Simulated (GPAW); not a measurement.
# Quasiparticle gap of MgI2 (1T monolayer) in GPAW, part 2 of 2

How does a plane-wave GW calculation on MgI2 (1T monolayer) run from the first input to the gap?

GPAW 26.7.0; LDA and many-body steps on it, plane waves. Known limits of the many-body steps: not at the basis limit; no spin-orbit coupling.

So far. Step 3 (Ground state): The gap is indirect, with the least direct gap 0.46 eV higher. Step 4 (Empty states on the mesh, 6×6×1 mesh, 343 bands): On this mesh the gap is 3.545 eV.

## Step 5: Screening and self-energy, 6×6×1 mesh, 154 bands, screening to 48 eV

Now the one-shot GW correction: screening in the RPA, then the self-energy of the levels asked for.

This step: G0W0 on LDA, plane waves, PAW.

run.py reads:

```python
import json
import numpy as np
from gpaw.mpi import world
from gpaw.response.g0w0 import G0W0

gw = G0W0('full.gpw',
    filename='gw',
    kpts=[0, 6],
    bands=(10, 14),
    ecut=48,
    nbands=154,
    truncation='2D',
    integrate_gamma='sphere',
    q0_correction=True,
    frequencies={'type': 'nonlinear', 'domega0': 0.15, 'omega2': 15.0},
    eta=0.1,
    nblocksmax=True)
gw.calculate()
res = {mode: {k: v for k, v in r.items() if k != 'sigma_eskwn'}
       for mode, r in gw.all_results.items()}

if world.rank == 0:
    with open('result.json', 'w') as f:
        json.dump(res, f, default=lambda x: x.tolist())
```

Run with:

```bash
$ mpirun -n 8 gpaw python run.py
```

Numbers of over 12 decimals in the logs are rounded to 6 here.

Output:

```text
Using integrator: PointIntegrator
NonLinearFrequencyDescriptor(from 0.000 to 121.535 eV, 187 points)
Nonperiodic BCs:  [False False  True]
Using integrator: PointIntegrator
NonLinearFrequencyDescriptor(from 0.000 to 121.535 eV, 187 points)
Nonperiodic BCs:  [False False  True]
Applying analytical 2D correction to W:
    Evaluating Gamma point contribution to W on a 23x23x1 grid
  ___  _ _ _
 |   || | | |
 | | || | | |
 |__ ||_____|
 |___|

BZ k-points: Symmetries present (total): 12

  [... matrices ...]
36 k-points: 6 x 6 x 1 Monkhorst-Pack grid + [1/12,1/12,0.000000]
7 k-points in the irreducible part of the Brillouin zone
       k-points in crystal coordinates                weights
   0:     0.00000000    0.00000000    0.00000000          1/36
   1:     0.16666667    0.00000000    0.00000000          6/36
   2:     0.33333333   -0.16666667    0.00000000          6/36
   3:     0.33333333    0.00000000    0.00000000          6/36
   4:     0.33333333    0.33333333    0.00000000          2/36
   5:     0.50000000    0.33333333    0.00000000         12/36
   6:     0.50000000    0.50000000    0.00000000          3/36

Distributing spins, k-points and bands (1 x 2 x 4) over 1 process
Number of blocks: 8

Quasi particle states:
k-points (IBZ indices): [0, 6]
Band range: (10, 14)
  [... matrices ...]
Computational parameters:
Plane wave cut-off: 48 eV
Number of bands: 154
Coulomb cutoff: 2D
Broadening: 0.1 eV

fxc modes: GW
Kernel: RPA
Using full-frequency real axis integration
Summing all q:

Calculating screened Coulomb potential
2D Coulomb truncation
NonLinearFrequencyDescriptor(from 0.000 to 121.535 eV, 187 points)
Removing empty qpoint cache files...

Calculating chi0 body with:
    Ground state adapter containing:
    Number of spins: 1
    Number of kpoints: 36
    Number of irreducible kpoints: 7
    Number of completely occupied states: 12
    Number of partially occupied states: 12
    Occupied states memory: 5.126953125 M / cpu

    Linear response parametrization:
    q_c: [1.3877787807814457e-17, 1.3877787807814457e-17, 0.0]
    Number of frequency points: 187
    Planewave cutoff: 48.0
    Number of bands: 154
    Number of planewaves: 137
    Broadening (eta): 0.1
    comm.size: 8
    kncomm.size: 1
    blockcomm.size: 8

    Memory estimate of potentially large arrays:
        chi0_wGG: 6.694418 M / cpu
Integrating chi0 body.

Symmetries of q_c:
    Direct symmetries (Uq -> q): 12
    Indirect symmetries (TUq -> q): 0
In total 12 allowed symmetries.

  [... matrices ...]
7 groups of equivalent kpoints. 80.555556% reduction.

Integral kind: spectral function
Integrating chi0 head and wings.

Symmetries of q_c:
    Direct symmetries (Uq -> q): 12
    Indirect symmetries (TUq -> q): 0
In total 12 allowed symmetries.

  [... matrices ...]
7 groups of equivalent kpoints. 80.555556% reduction.

Integral kind: spectral function wings

Calculating chi0 body with:
    Ground state adapter containing:
    Number of spins: 1
    Number of kpoints: 36
    Number of irreducible kpoints: 7
    Number of completely occupied states: 12
    Number of partially occupied states: 12
[... the further q-points ...]

Results:
f:      Occupation numbers
eps:     KS-eigenvalues [eV]
vxc:     KS vxc [eV]
exx:     Exact exchange [eV]
sigma:   Self-energies [eV]
dsigma:  Self-energy derivatives
Z:       Renormalization factors
qp:      QP-energies [eV]

k-point 0 (0): (0.000, 0.000, 0.000)                GW
band       f     eps     vxc     exx   sigma  dsigma       Z      qp
                                                                   GW
  10   1.000  -2.167 -15.486 -17.881   1.493  -0.251   0.800  -2.888
  11   1.000  -2.167 -15.486 -17.881   1.493  -0.251   0.800  -2.888
  12   0.000   1.900 -10.723  -6.459  -2.580  -0.204   0.831   3.299
  13   0.000   2.666 -10.398  -5.880  -2.889  -0.211   0.825   4.010

k-point 1 (6): (0.500, 0.500, 0.000)                GW
band       f     eps     vxc     exx   sigma  dsigma       Z      qp
                                                                   GW
  10   1.000  -3.004 -14.227 -17.044   1.624  -0.267   0.789  -3.946
  11   1.000  -2.690 -14.874 -17.487   1.585  -0.252   0.798  -3.511
  12   0.000   1.379 -10.614  -6.311  -2.638  -0.217   0.821   2.747
  13   0.000   3.175  -9.911  -5.522  -2.802  -0.212   0.825   4.484
```

Elapsed: 85 s, on 8 MPI ranks of Arm Neoverse V1, shared host; peak memory 2.7 GiB; 9.7 min of CPU time.

This step gave:

| Quantity | Value |
| --- | --- |
| G0W0 gap on the points computed | 5.634 eV |
| least direct G0W0 gap on the computed points | 6.187 eV |
| Z at the valence top | 0.7996 |
| Z at the conduction bottom | 0.8215 |
| starting gap on the mesh | 3.545 eV |
| k of the valence top | 0, 0, 0 |
| k of the conduction bottom | 0.5, 0.5, 0 |

The gap on the mesh goes from 3.55 eV to 5.63 eV, a correction of +2.09 eV. The start differs from the 3.60 eV found before because the two sample other k points.

Limits: finite bands, cutoff and mesh; no spin-orbit coupling. v1 is the top filled band, c1 the lowest empty one. The levels before and after the correction (eV, zero at the valence-band top of each column):

```
           conduction bottom  valence top
Kohn-Sham               3.55         0.00
     G0W0               5.63         0.00
```

```
                    level  energy (eV)
Kohn-Sham         Γ v2-v1        0.000
Kohn-Sham            Γ c1        4.067
Kohn-Sham            Γ c2        4.832
Kohn-Sham  (0.5 0.5 0) v2       -0.838
Kohn-Sham  (0.5 0.5 0) v1       -0.523
Kohn-Sham  (0.5 0.5 0) c1        3.545
Kohn-Sham  (0.5 0.5 0) c2        5.341
     G0W0         Γ v2-v1        0.000
     G0W0            Γ c1        6.187
     G0W0            Γ c2        6.898
     G0W0  (0.5 0.5 0) v2       -1.058
     G0W0  (0.5 0.5 0) v1       -0.623
     G0W0  (0.5 0.5 0) c1        5.634
     G0W0  (0.5 0.5 0) c2        7.372
```

## Step 6: Where the time went

Times are wall times on the hardware named with each run, good to a factor of about two.

```
                     step     time  share  memory (GiB)
               relaxation     16 s    6 %           1.4
             ground state     15 s    5 %           1.3
 empty states on the mesh  2.8 min   59 %           9.7
screening and self-energy     85 s   30 %           2.7
```

## Step 7: Outcome

| Quantity | Value |
| --- | --- |
| LDA gap | 3.60 eV, indirect |
| G0W0 gap on the mesh | 5.63 eV |
| GW settings | 6×6×1 mesh, 154 bands, screening to 48 eV, full frequency, Hilbert transform |
| known limits | not at the basis limit; no spin-orbit coupling |

In words: G0W0 moves the gap on the mesh from 3.55 eV to 5.63 eV (+2.09 eV), with Z of 0.80 and 0.82 at the edges. Only 2 of the mesh's irreducible points were corrected, so a valley elsewhere could overtake. The dearest step here is «empty states on the mesh». Bands and cutoff are finite, so the gap is not at the basis limit. The miss can reach some tenths of an eV and take either sign; the mesh is an error of its own. These stock PAW sets were not made for GW; the filled d or f shell of I lies in the frozen core, which bears on start and correction. In the G0W0 run levels were corrected at 2 k points alone, so a gap called «on the mesh» is the least over those, and an edge elsewhere would be missed. The many-body steps are scalar-relativistic: spin-orbit coupling is not in them.

[Paths, hosts, dates, memory and timing lines, banners, echoed tables and standing remarks are left out of the program output.]

[Logs are printed without paths, hosts, clocks, repeated set-up lines and the standing remarks that a program may print on its own settings, such as how far it seeks lower states.]

[Runs of the session that timed out or met a known fault of the program may be left out.]

[Hosts, paths, dates, database ids (printed as entryN), source tags and the programs' standing remarks are cut or masked in the printed files.]
